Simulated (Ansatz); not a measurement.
Band structure of F

```yaml
crystal:
  lattice:
    - [2.75000, -1.64000, 0.00000]
    - [2.75000, 1.64000, 0.00000]
    - [-1.53472, 0.00000, 7.11639]
  atoms:
    - { symbol: F, position: [0.96800, 0.60200, 0.09970] }
    - { symbol: F, position: [0.39800, 0.03200, 0.40030] }
    - { symbol: F, position: [0.03200, 0.39800, 0.90030] }
    - { symbol: F, position: [0.60200, 0.96800, 0.59970] }
```

Atom numbers follow the list: F1, F2, F3, F4.

Conventional cell: a = 5.500 Å, b = 3.280 Å, c = 7.280 Å, α = 90.00°, β = 102.17°, γ = 90.00°. Around F (atom 1) lie 1 F at 1.49 Å.

The geometry is COD entry 9012106, unchecked; take it as a test cell.

Level of theory: Ansatz 0.2.0, DFT, PBE, all-electron LAPW, scalar-relativistic.

Numerical set-up: a Γ-centred 9×9×4 k mesh, Fermi–Dirac smearing of 0.02 eV, basis error target 1 meV/atom, no spin polarisation.

Points in fractions of the reciprocal vectors of this cell: Γ (0, 0, 0), C (-0.343, 0.343, 0), C2 (-0.657, -0.343, 0), Y2 (-0.5, -0.5, 0), M2 (-0.5, -0.5, 0.5), D (-0.672, -0.328, 0.5), D2 (-0.328, 0.328, 0.5), A (0, 0, 0.5). The path joins them by straight lines in the order Γ–C–C2–Y2–Γ–M2–D–D2–A; legs that retrace an earlier one aren't tabulated. Energies are in eV from the top of the valence band.

**Question.** Metal or insulator at this level of theory?

**Answer.** An insulator or semiconductor: gap 1.99 eV, direct at Γ.

**Question.** Tabulate bands 15 to 20, counted from the lowest band of the run, along the path.

**Answer.** 
```json
{"k (1/Å)": "0.00", "point": "Γ", "band 15": "-0.27", "band 16": "-0.18", "band 17": "-0.11", "band 18": "0.00", "band 19": "1.99", "band 20": "2.95"}
{"k (1/Å)": "0.33", "point": "", "band 15": "-0.28", "band 16": "-0.22", "band 17": "-0.18", "band 18": "-0.02", "band 19": "2.06", "band 20": "2.92"}
{"k (1/Å)": "0.66", "point": "", "band 15": "-0.38", "band 16": "-0.32", "band 17": "-0.28", "band 18": "-0.09", "band 19": "2.24", "band 20": "2.84"}
{"k (1/Å)": "0.99", "point": "", "band 15": "-0.51", "band 16": "-0.38", "band 17": "-0.35", "band 18": "-0.17", "band 19": "2.43", "band 20": "2.72"}
{"k (1/Å)": "1.31", "point": "C", "band 15": "-0.60", "band 16": "-0.43", "band 17": "-0.36", "band 18": "-0.19", "band 19": "2.57", "band 20": "2.59"}
{"k (1/Å)": "1.66", "point": "", "band 15": "-0.55", "band 16": "-0.49", "band 17": "-0.26", "band 18": "-0.18", "band 19": "2.54", "band 20": "2.61"}
{"k (1/Å)": "2.00", "point": "", "band 15": "-0.54", "band 16": "-0.53", "band 17": "-0.19", "band 18": "-0.14", "band 19": "2.58", "band 20": "2.58"}
{"k (1/Å)": "2.34", "point": "", "band 15": "-0.55", "band 16": "-0.49", "band 17": "-0.26", "band 18": "-0.18", "band 19": "2.54", "band 20": "2.61"}
{"k (1/Å)": "2.68", "point": "C2", "band 15": "-0.60", "band 16": "-0.43", "band 17": "-0.36", "band 18": "-0.19", "band 19": "2.57", "band 20": "2.59"}
{"k (1/Å)": "2.83", "point": "", "band 15": "-0.64", "band 16": "-0.42", "band 17": "-0.38", "band 18": "-0.16", "band 19": "2.54", "band 20": "2.62"}
{"k (1/Å)": "2.98", "point": "", "band 15": "-0.67", "band 16": "-0.41", "band 17": "-0.41", "band 18": "-0.13", "band 19": "2.50", "band 20": "2.65"}
{"k (1/Å)": "3.13", "point": "", "band 15": "-0.70", "band 16": "-0.42", "band 17": "-0.41", "band 18": "-0.11", "band 19": "2.47", "band 20": "2.67"}
{"k (1/Å)": "3.28", "point": "Y2", "band 15": "-0.70", "band 16": "-0.43", "band 17": "-0.40", "band 18": "-0.10", "band 19": "2.46", "band 20": "2.68"}
{"k (1/Å)": "3.58", "point": "", "band 15": "-0.62", "band 16": "-0.39", "band 17": "-0.38", "band 18": "-0.11", "band 19": "2.40", "band 20": "2.72"}
{"k (1/Å)": "3.87", "point": "", "band 15": "-0.40", "band 16": "-0.31", "band 17": "-0.31", "band 18": "-0.11", "band 19": "2.25", "band 20": "2.81"}
{"k (1/Å)": "4.16", "point": "", "band 15": "-0.29", "band 16": "-0.22", "band 17": "-0.12", "band 18": "-0.11", "band 19": "2.08", "band 20": "2.91"}
{"k (1/Å)": "4.45", "point": "Γ", "band 15": "-0.27", "band 16": "-0.18", "band 17": "-0.11", "band 18": "0.00", "band 19": "1.99", "band 20": "2.95"}
{"k (1/Å)": "4.74", "point": "", "band 15": "-0.28", "band 16": "-0.23", "band 17": "-0.14", "band 18": "-0.10", "band 19": "2.06", "band 20": "2.93"}
{"k (1/Å)": "5.03", "point": "", "band 15": "-0.37", "band 16": "-0.33", "band 17": "-0.28", "band 18": "-0.19", "band 19": "2.23", "band 20": "2.85"}
{"k (1/Å)": "5.32", "point": "", "band 15": "-0.51", "band 16": "-0.51", "band 17": "-0.29", "band 18": "-0.24", "band 19": "2.42", "band 20": "2.74"}
{"k (1/Å)": "5.61", "point": "M2", "band 15": "-0.58", "band 16": "-0.58", "band 17": "-0.28", "band 18": "-0.28", "band 19": "2.59", "band 20": "2.59"}
{"k (1/Å)": "5.78", "point": "", "band 15": "-0.57", "band 16": "-0.57", "band 17": "-0.28", "band 18": "-0.28", "band 19": "2.59", "band 20": "2.59"}
{"k (1/Å)": "5.94", "point": "", "band 15": "-0.56", "band 16": "-0.56", "band 17": "-0.28", "band 18": "-0.28", "band 19": "2.59", "band 20": "2.59"}
{"k (1/Å)": "6.11", "point": "", "band 15": "-0.54", "band 16": "-0.54", "band 17": "-0.27", "band 18": "-0.27", "band 19": "2.59", "band 20": "2.59"}
{"k (1/Å)": "6.27", "point": "D", "band 15": "-0.52", "band 16": "-0.52", "band 17": "-0.25", "band 18": "-0.25", "band 19": "2.58", "band 20": "2.58"}
{"k (1/Å)": "6.60", "point": "", "band 15": "-0.61", "band 16": "-0.40", "band 17": "-0.30", "band 18": "-0.09", "band 19": "2.45", "band 20": "2.67"}
{"k (1/Å)": "6.93", "point": "", "band 15": "-0.65", "band 16": "-0.36", "band 17": "-0.30", "band 18": "0.00", "band 19": "2.39", "band 20": "2.71"}
{"k (1/Å)": "7.26", "point": "", "band 15": "-0.61", "band 16": "-0.40", "band 17": "-0.30", "band 18": "-0.09", "band 19": "2.45", "band 20": "2.67"}
{"k (1/Å)": "7.58", "point": "D2", "band 15": "-0.52", "band 16": "-0.52", "band 17": "-0.25", "band 18": "-0.25", "band 19": "2.58", "band 20": "2.58"}
{"k (1/Å)": "7.90", "point": "", "band 15": "-0.47", "band 16": "-0.47", "band 17": "-0.18", "band 18": "-0.18", "band 19": "2.56", "band 20": "2.56"}
{"k (1/Å)": "8.21", "point": "", "band 15": "-0.38", "band 16": "-0.38", "band 17": "-0.11", "band 18": "-0.11", "band 19": "2.52", "band 20": "2.52"}
{"k (1/Å)": "8.53", "point": "", "band 15": "-0.26", "band 16": "-0.26", "band 17": "-0.08", "band 18": "-0.08", "band 19": "2.49", "band 20": "2.49"}
{"k (1/Å)": "8.84", "point": "A", "band 15": "-0.21", "band 16": "-0.21", "band 17": "-0.08", "band 18": "-0.08", "band 19": "2.47", "band 20": "2.47"}
```
